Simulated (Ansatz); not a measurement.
The system is Ag.

```
Ag
1.0
     0.00000    2.04275    2.04275
     2.04275    0.00000    2.04275
     2.04275    2.04275    0.00000
Ag
1
Direct
  0.00000 0.00000 0.00000
```

```yaml
Program: Ansatz 0.2.0
Task: relaxation of cell and atoms
Functional: RPBE
Potentials_or_basis: all-electron LAPW, scalar-relativistic
Basis_error_allowed: 0.001 eV/atom
k_mesh: 11 × 11 × 11
Occupations: fermi-dirac, width 0.05 eV
Spin: no spin polarisation
```

At the start: volume 17.05 Å³/atom.

**Question.** Where does the relaxation end?

**Answer.** Over 6 steps the energy falls by 38.4 meV/atom and the volume is 18.66 Å³/atom (+9.5 %); space group Fm-3m (No. 225, to 0.05 Å).

The path:
```
step  energy change (eV)  largest force (eV/Å)  volume (Å³)
   1              0.0000                0.0000        17.05
   2             -0.0298                0.0000        19.56
   3             -0.0380                0.0000        18.85
   4             -0.0384                0.0000        18.64
   5             -0.0384                0.0000        18.66
   6             -0.0384                0.0000        18.66
```

Final structure:
```
Ag
1.0
     0.00000    2.10527    2.10527
     2.10527    0.00000    2.10527
     2.10527    2.10527    0.00000
Ag
1
Direct
  0.00000 0.00000 0.00000
```
